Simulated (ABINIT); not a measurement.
Write the native input for ABINIT 10.8.3 (patched build) that does the following.

```yaml
Task: equation of state
Functional: PBE
Dispersion: D3
Potentials_or_basis: JTH PAW PBE v2.0
Cutoff: 599 eV
k_mesh: 9 × 9 × 9
Occupations: fermi-dirac, width 0.05 eV
Spin: no spin polarisation
Fine-grid_cutoff: 1197.3 eV
Exchange_and_correlation_inside_the_PAW_spheres: full angular mesh (pawxcdev 0, this build's default; the released program takes 1)
```

The system is Bi.

```
Bi
1.0
    -1.98143    1.98143    1.98143
     1.98143   -1.98143    1.98143
     1.98143    1.98143   -1.98143
Bi
1
Direct
  0.00000 0.00000 0.00000
```

This isn't the form of Bi at room conditions, which is rhombohedral.

One way to write it, as run:

run.abi

```
# Datasets: one volume each
ndtset 7
getwfk -1
scalecart1 3*0.9795861087
scalecart2 3*0.9864848297
scalecart3 3*0.9932883884
scalecart4 3*1.0000000000
scalecart5 3*1.0066227096
scalecart6 3*1.0131594038
scalecart7 3*1.0196128224

# Pseudopotentials
pp_dirpath "./"
pseudos "Bi.GGA_PBE-JTH.xml"

# Structure
acell 3*1.0
rprim
    -3.7443610401     3.7443610401     3.7443610401
     3.7443610401    -3.7443610401     3.7443610401
     3.7443610401     3.7443610401    -3.7443610401
ntypat 1
znucl 83
natom 1
typat 1
xred
     0.0000000000     0.0000000000     0.0000000000

# Plane-wave basis
ecut 22.0
pawecutdg 44.0

# k points
kptopt 1
ngkpt 9 9 9
nshiftk 1
shiftk 0.0 0.0 0.0

# Exchange and correlation
ixc 11
vdw_xc 6

# Bands and occupations
nband 12
occopt 3
tsmear 0.05 eV

# SCF cycle
nstep 100
tolvrs 1.0e-9

# Output
iomode 3
prtwf 1
prtden 0
prteig 0
prtebands 0
enunit 2
```

Potentials or basis: JTH PAW PBE v2.0.

Launch:

```console
$ abinit run.abi > log 2>&1
```

Results of the run:

```json
{
 "Equilibrium volume": "30.75 Å³/atom",
 "Bulk modulus": "54 GPa",
 "Pressure derivative of the bulk modulus": "4.7 (rough: it moves with the points fitted)"
}
```

Caveat: pressures at fixed basis lie under the slope of the energies.

Wall time 110 s on 1 thread of Intel(R) Xeon(R) Processor @ 2.70GHz, with other jobs on the host, peak memory 0.15 GiB.
